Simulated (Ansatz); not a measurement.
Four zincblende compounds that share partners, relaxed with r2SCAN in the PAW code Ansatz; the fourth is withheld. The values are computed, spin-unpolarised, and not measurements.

```csv
solid,a (Å)
AlAs,5.678
AlN,4.370
BAs,4.784
```

**If bond lengths are sums of radii, what lattice constant follows for BN?** a(BN) ≈ a(AlN) + a(BAs) − a(AlAs) = 4.370 + 4.784 − 5.678 = 3.476 Å. The relaxed cell has 3.610 Å, +3.9 % from the sum: fixed radii fail here.

**How much does a change of partner add, in either pair?** AlAs → AlN: -1.308 Å, and BAs → BN: -1.174 Å; AlAs → BAs: -0.894 Å, and AlN → BN: -0.760 Å. Fixed radii would make each pair equal; they differ by 0.134 Å.
